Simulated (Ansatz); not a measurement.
# C (C (100), 6 layers): how the settings move a single-point run

How sensitive is a single-point run of C (C (100), 6 layers) to its settings? A reference run comes first, then one run with altered input.

Method: reference: DFT, LDA, PAW with Ansatz's default frozen-core files, scalar-relativistic, in Ansatz 0.2.0.

### 1 The starting structure

The structure is orthorhombic, space group Pmma (No. 51). Conventional cell: a = 2.497 Å, b = 2.497 Å, c = 20.415 Å, α = 90.00°, β = 90.00°, γ = 90.00°. C (site symmetry mm2) is surrounded by 2 C at 1.53 Å. C (site symmetry mm2) has 4 C at 1.53 Å as nearest neighbours.

Coordinates:

```cif
data_structure
_symmetry_space_group_name_H-M 'Pmma'
_symmetry_Int_Tables_number 51
_cell_length_a 2.4973
_cell_length_b 2.4973
_cell_length_c 20.4147
_cell_angle_alpha 90.000
_cell_angle_beta 90.000
_cell_angle_gamma 90.000
_cell_volume 127.32
loop_
_atom_site_label
_atom_site_type_symbol
_atom_site_symmetry_multiplicity
_atom_site_Wyckoff_symbol
_atom_site_fract_x
_atom_site_fract_y
_atom_site_fract_z
_atom_site_occupancy
C1 C 2 e 0.75000 0.00000 0.39187 1
C2 C 2 e 0.25000 0.00000 0.43512 1
C3 C 2 f 0.25000 0.50000 0.47837 1
```

### 2 The reference run

The input, input.yaml:

```yaml
crystal:
  lattice:
    - [2.4973237396, 0.0, 0.0]
    - [0.0, 2.4973237396, 0.0]
    - [0.0, 0.0, 20.4147]
  atoms:
    - { symbol: C, position: [0.75, 0.0, 0.3918748162] }
    - { symbol: C, position: [0.25, 0.0, 0.4351248897] }
    - { symbol: C, position: [0.25, 0.5, 0.4783749632] }
    - { symbol: C, position: [0.75, 0.5, 0.5216250368] }
    - { symbol: C, position: [0.75, 0.0, 0.5648751103] }
    - { symbol: C, position: [0.25, 0.0, 0.6081251838] }
kpoints:
  mp_grid: { grid: [10, 10, 1] }
scf:
  occupations: { method: fermi_dirac, width: 0.02 }
hamiltonian:
  xc: lda
  pseudopotentials: { kind: paw }
output:
  forces: true
  stress: true
  eigenvalues: true
  populations: true
efield:
  axis: 3
  amplitude: 0
  dipole_correction: true
```

Started as:

```
$ ansatz run input.yaml --threads 2 --pin off --max-ram 4096MiB --backend cpu --events-out ev --progress --plain --runs-dir out
```

### 3 Changing settings: mp_grid.grid [5, 5, 1], eigensolver.kind davidson, xc_grid 4

input.yaml, as its differences from that of step 2:

```diff
@@ -13,5 +13,6 @@
 kpoints:
-  mp_grid: { grid: [10, 10, 1] }
+  mp_grid: { grid: [5, 5, 1] }
 scf:
   occupations: { method: fermi_dirac, width: 0.02 }
+  eigensolver: { kind: davidson }
 hamiltonian:
@@ -28 +29,3 @@
   dipole_correction: true
+basis:
+  xc_grid: 4
```

**Question.** What will these runs give? Wanted: for each run, ending; energy change; gap; force.

**Answer**, as computed:

| run | ending | energy change | gap (eV) | force (eV/Å) | cycles | time |
| --- | --- | --- | --- | --- | --- | --- |
| reference | converged | 0 | 0.00 | 2.60 | 7 | 2.6 s |
| 1: mp_grid.grid [5, 5, 1], eigensolver.kind davidson, xc_grid 4 | converged | -1.7 meV/atom | 0.00 | 2.73 | 7 | 1 s |

Residual by cycle in the longest SCF loop of each run; runs are numbered as in the table. The quantity is the density residual dr2, in eV.

| cycle | reference | run 1 |
| --- | --- | --- |
| 1 | 0.0587 | 0.0733 |
| 2 | 0.0218 | 0.0177 |
| 3 | 0.00109 | 0.00105 |
| 4 | 1.9e-5 | 9.3e-5 |
| 5 | 2.5e-6 | 4.7e-6 |
| 6 | 1.2e-7 | 2.3e-7 |
| 7 | 2.6e-9 | 1.2e-8 |

What this shows: Changing the k-point mesh, solver and numerical grids moves the energy by -1.7 meV/atom, and the largest force goes from 2.60 to 2.73 eV/Å. Of the settings changed, the mesh is the one that moves energies this far. Cost: 1 s against 2.6 s.
